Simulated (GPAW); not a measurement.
The system is Au.

```xyz
1
Lattice="0.0000 2.0350 2.0350 2.0350 0.0000 2.0350 2.0350 2.0350 0.0000" Properties=species:S:1:pos:R:3 pbc="T T T"
Au    0.0000    0.0000    0.0000
```

Program: GPAW 26.7.0. Alike in all runs: task band structure; cell as given; k mesh 11 × 11 × 11; cutoff (eV) 600; smearing fermi-dirac 0.05 eV.

Order these runs on this cell by their pressure, lowest first.
A. level M06-L; potentials or basis GPAW PAW data sets (gpaw-data 1.2.1), pw; spin SOC, no magnetisation; band points 100; spin axis theta (degrees) 54.7; spin axis phi (degrees) 45
B. level revPBE; potentials or basis the program's PAW data sets (release 1.2.1) made for this functional, pw; spin SOC, no magnetisation; band points 80; spin axis theta (degrees) 54.7; spin axis phi (degrees) 45
C. level WC; potentials or basis PAW data sets generated in the run's folder for this functional, pw; spin SOC, no magnetisation; band points 60; spin axis theta (degrees) 0; spin axis phi (degrees) 0
D. level LDA; potentials or basis PAW data sets generated in the run's folder for this functional, pw; spin off; band points 60

D (0.3 GPa), C (6.3 GPa), A (8.6 GPa), B (16.1 GPa).

Caveats: with this Au data set, volumes or pressures lay over 1.5 % or 2 GPa off other programs in two to four cells of ten; spin-orbit coupling was added after a scalar SCF, so levels and gaps hold it while energy, forces, pressure and moments don't (some runs); the PAW data sets were made with another functional, which shifts forces and pressure a little (some runs); so large a pressure means that the cell lies far from this level's equilibrium, or that cutoff or potentials fall short (some runs).

Runs at the PBE level aren't shown here.
